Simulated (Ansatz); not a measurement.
AlNi in Ansatz: convergence with k mesh

Input of the first run (k mesh 3 × 3 × 3); the others differ in this setting and in those tied to it:

File input.yaml:

```yaml
crystal:
  lattice:
    - [2.881, 0.0, 0.0]
    - [0.0, 2.881, 0.0]
    - [0.0, 0.0, 2.881]
  atoms:
    - { symbol: Ni, position: [0.5, 0.5, 0.5], spin: 1.0 }
    - { symbol: Al, position: [0.0, 0.0, 0.0] }
hamiltonian:
  xc: pbe
  pseudopotentials: { kind: paw, source: jth }
magnetization:
  spin_polarized: true
kpoints:
  mp_grid: { grid: [3, 3, 3] }
scf:
  occupations: { method: fermi_dirac, width: 0.1 }
output:
  forces: true
  stress: true
  eigenvalues: true
```

Potentials or basis: JTH PAW.

Launch:

```sh
$ ansatz run input.yaml --threads 2 --pin off --max-ram 5632MiB --backend cpu --events-out ev --progress --plain --runs-dir out
```

Hardware: 2 threads of Intel(R) Xeon(R) Processor @ 2.50GHz (Skylake/Cascade Lake) (shared host).

**Question.** The values tried are 3 × 3 × 3, 4 × 4 × 4, 5 × 5 × 5, 7 × 7 × 7, 8 × 8 × 8, 10 × 10 × 10, 13 × 13 × 13, 15 × 15 × 15, loosest first. From which on does the pressure stay within 0.1 GPa of the tightest run that finished?

**Answer.** From 13 × 13 × 13 on.

```tsv
k mesh	energy less the tightest run, at zero smearing (meV/atom)	pressure (GPa)	absolute moment (μB)	SCF cycles	CPU time (s)	peak memory (GiB)
3 × 3 × 3	75.61	3.03	0.18	11	8.2	0.46
4 × 4 × 4	-21.70	1.51	0.00	10	12	0.5
5 × 5 × 5	18.35	3.11	0.00	11	13	0.51
7 × 7 × 7	-7.82	2.41	0.00	10	21	0.58
8 × 8 × 8	1.15	2.65	0.00	11	34	0.68
10 × 10 × 10	-2.55	2.45	0.00	10	51	0.81
13 × 13 × 13	-2.10	2.48	0.00	10	98	0.98
15 × 15 × 15	0.00	2.55	0.00	11	120	1.2
```

Against the tightest run, the absolute moment stays within 0.02 μB from 4 × 4 × 4 on. Not settled before the last step: the energy (to 1 meV/atom). Meshes of other sizes hit other points, so gaps and Fermi surfaces needn't settle smoothly. The tightest run that finished is the yardstick and may itself not be fully converged.

Caveat, for the tightest run too: the starting moments weren't kept.
